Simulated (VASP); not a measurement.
PbSe (Clausthalite):

```
Pb Se
1.0
     0.00000    3.06065    3.06065
     3.06065    0.00000    3.06065
     3.06065    3.06065    0.00000
Pb Se
1 1
Cartesian
  0.0000 0.0000 0.0000
  3.0606 3.0606 3.0606
```

| Item | Value |
| --- | --- |
| Program | VASP 6.6.1 |
| Task | relaxation of cell and atoms |
| Functional | PBE |
| Potentials or basis | VASP PAW PBE potentials, release 64 (Pb_d, Se) |
| Cutoff | 600 eV |
| k mesh | 8 × 8 × 8 |
| Occupations | gaussian, width 0.03 eV |
| Spin | no spin polarisation |

At the start: pressure 2.4 GPa; volume 28.67 Å³/atom.

**Question.** How do energy, volume and symmetry change on relaxing?

**Answer.** Over 3 steps the energy falls by 10.1 meV/atom and the volume is 30.05 Å³/atom (+4.8 %); space group Fm-3m (No. 225, to 0.05 Å).

The path:
```
step  energy change (eV)  largest force (eV/Å)  pressure (GPa)  volume (Å³)
   1              0.0000                0.0000            2.44        57.34
   2             -0.0180                0.0000           -0.70        61.04
   3             -0.0201                0.0000            0.02        60.09
```

Final structure:
```
Pb Se
1.0
     0.00000    3.10883    3.10883
     3.10883    0.00000    3.10883
     3.10883    3.10883    0.00000
Pb Se
1 1
Direct
  0.00000 0.00000 0.00000
  0.50000 0.50000 0.50000
```
